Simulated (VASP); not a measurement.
Here is the system:

```
SrF2
1.0
    0.00000     2.93332     2.93332
    2.93332     0.00000     2.93332
    2.93332     2.93332     0.00000
Sr F
1 2
Direct
  0.00000   0.00000   0.00000
  0.25000   0.25000   0.25000
  0.75000   0.75000   0.75000
```

Method: PBE GGA, VASP's PBE PAW potentials (set 64) (plane waves; VASP 6.6.1). Run with 520 eV cut-off, 7×7×7 Γ-centred mesh, Gaussian smearing of 0.050 eV, potentials Sr_sv F.

Q: Predict the energy per atom (σ→0).

A: 
```
Item                           Result
---------------------  --------------
energy per atom (σ→0)  -5.691 eV/atom
```

Total energies compare only between runs with the same potentials, cut-off and functional.

The compound is SrF2 in the fluorite structure. It was relaxed first.
